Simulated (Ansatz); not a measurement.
# HfO2: the cost of one run

Computed with Ansatz 0.2.0 (DFT PBE, scalar-relativistic, plane waves, PAW, unless a step's input says otherwise).

### 1 The structure to begin with

Symmetry: Fm-3m, No. 225, cubic system. Conventional cell: a = 5.115 Å, b = 5.115 Å, c = 5.115 Å, α = 90.00°, β = 90.00°, γ = 90.00°. Hf (site symmetry m-3m) is surrounded by 8 O at 2.21 Å. O (site symmetry -43m) is surrounded by 4 Hf at 2.21 Å.

As a file:

```cif
data_structure
_symmetry_space_group_name_H-M 'Fm-3m'
_symmetry_Int_Tables_number 225
_cell_length_a 5.1150
_cell_length_b 5.1150
_cell_length_c 5.1150
_cell_angle_alpha 90.000
_cell_angle_beta 90.000
_cell_angle_gamma 90.000
_cell_volume 133.82
loop_
_atom_site_label
_atom_site_type_symbol
_atom_site_symmetry_multiplicity
_atom_site_Wyckoff_symbol
_atom_site_fract_x
_atom_site_fract_y
_atom_site_fract_z
_atom_site_occupancy
Hf1 Hf 4 a 0.00000 0.00000 0.00000 1
O1 O 8 c 0.75000 0.75000 0.25000 1
```

The runs take a perfect supercell of 36 atoms; the defect goes to fractional position (0.792, 0.333, 0.083).

### 2 The perfect supercell

Contents of input.yaml:

```yaml
crystal:
  lattice:
    - [-5.115, 5.115, 0.0]
    - [0.0, 5.115, 5.115]
    - [2.5575, 7.6725, -5.115]
  atoms:
    - { symbol: Hf, position: [0.0, 0.0, 0.0] }
    - { symbol: Hf, position: [0.666667, 0.333333, 0.333333] }
    - { symbol: Hf, position: [0.333333, 0.666667, 0.666667] }
    - { symbol: Hf, position: [0.5, 0.5, 0.0] }
    - { symbol: Hf, position: [0.166667, 0.833333, 0.333333] }
    - { symbol: Hf, position: [0.833333, 0.166667, 0.666667] }
    - { symbol: Hf, position: [0.0, 0.5, 0.0] }
    - { symbol: Hf, position: [0.666667, 0.833333, 0.333333] }
    - { symbol: Hf, position: [0.333333, 0.166667, 0.666667] }
    - { symbol: Hf, position: [0.5, 0.0, 0.0] }
    - { symbol: Hf, position: [0.166667, 0.333333, 0.333333] }
    - { symbol: Hf, position: [0.833333, 0.666667, 0.666667] }
    - { symbol: O, position: [0.791667, 0.333333, 0.083333] }
    - { symbol: O, position: [0.458333, 0.666667, 0.416667] }
    - { symbol: O, position: [0.125, 0.0, 0.75] }
    - { symbol: O, position: [0.291667, 0.833333, 0.083333] }
    - { symbol: O, position: [0.958333, 0.166667, 0.416667] }
    - { symbol: O, position: [0.625, 0.5, 0.75] }
    - { symbol: O, position: [0.791667, 0.833333, 0.083333] }
    - { symbol: O, position: [0.458333, 0.166667, 0.416667] }
    - { symbol: O, position: [0.125, 0.5, 0.75] }
    - { symbol: O, position: [0.291667, 0.333333, 0.083333] }
    - { symbol: O, position: [0.958333, 0.666667, 0.416667] }
    - { symbol: O, position: [0.625, 0.0, 0.75] }
    - { symbol: O, position: [0.375, 0.0, 0.25] }
    - { symbol: O, position: [0.041667, 0.333333, 0.583333] }
    - { symbol: O, position: [0.708333, 0.666667, 0.916667] }
    - { symbol: O, position: [0.875, 0.5, 0.25] }
    - { symbol: O, position: [0.541667, 0.833333, 0.583333] }
    - { symbol: O, position: [0.208333, 0.166667, 0.916667] }
    - { symbol: O, position: [0.375, 0.5, 0.25] }
    - { symbol: O, position: [0.041667, 0.833333, 0.583333] }
    - { symbol: O, position: [0.708333, 0.166667, 0.916667] }
    - { symbol: O, position: [0.875, 0.0, 0.25] }
    - { symbol: O, position: [0.541667, 0.333333, 0.583333] }
    - { symbol: O, position: [0.208333, 0.666667, 0.916667] }
basis:
  ecutwfc: 420
  fft_grid_basis: typed
kpoints:
  mp_grid: { grid: [2, 2, 2] }
hamiltonian:
  xc: pbe
  pseudopotentials: { kind: paw }
scf:
  occupations: { method: gaussian, width: 0.05 }
output:
  forces: true
  stress: false
  eigenvalues: true
  bader: false
  write_density: true
  volumetric_format: npy
```

Started as:

```console
> ansatz run input.yaml --threads 4 --pin off --max-ram 10240MiB --backend cpu --events-out ev --progress --plain --runs-dir out
```

What time and memory should one allow on 4 threads of Arm Neoverse N1, shared host?

About 20 s, with a peak of 2.3 GiB.
